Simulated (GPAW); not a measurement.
Here is a GPAW 26.7.0 calculation.

Contents of run.py:

```python
from ase.filters import FrechetCellFilter
from ase.io import read, write
from ase.optimize import BFGS
from ase.units import GPa
from gpaw import GPAW, PW

atoms = read('POSCAR')

calc = GPAW(mode=PW(600),
            xc='PBE',
            kpts={'size': (11, 11, 11), 'gamma': True},
            occupations={'name': 'fermi-dirac', 'width': 0.05},
            nbands=18,
            convergence={'density': 1e-05, 'forces': 0.0001},
            maxiter=150,
            txt='gpaw.txt')
atoms.calc = calc
opt = BFGS(FrechetCellFilter(atoms, scalar_pressure=20 * GPa), trajectory='relax.traj', logfile='-')
done = opt.run(fmax=0.02, steps=60)
calc.write('gs.gpw')
write('result.traj', atoms)
print('Converged:', done)
print('Cell:', atoms.cell.cellpar().round(4))
print('Volume:', round(atoms.get_volume(), 4))
print(atoms.get_scaled_positions().round(5))
```

POSCAR

```
Ag
1.0
   -1.6556540000      1.6556540000      1.6556540000
    1.6556540000     -1.6556540000      1.6556540000
    1.6556540000      1.6556540000     -1.6556540000
Ag
1
Direct
    0.0000000000      0.0000000000      0.0000000000
```

Potentials or basis: GPAW PAW data sets (gpaw-data 1.2.1), pw.

Command:

```bash
$ OMP_NUM_THREADS=1 python run.py
```

Q: What does it give for the relaxed volume?

A: 15.52 Å³/atom.

Q: Estimate the relaxed cell.

A: a = 2.722 Å, b = 2.722 Å, c = 2.722 Å, α = 109.47°, β = 109.47°, γ = 109.47°.

Q: Predict the band gap on the k mesh.

A: None (metal or under the smearing width).

Step by step:
```csv
step,energy change (eV),largest force (eV/Å),pressure (GPa),volume (Å³)
1,0.0000,0.0000,-0.87,18.15
2,0.0470,0.0000,10.59,16.40
3,0.1589,0.0000,22.62,15.30
4,0.1296,0.0000,19.80,15.52
```

Caveat: later steps reuse the first step's grids.
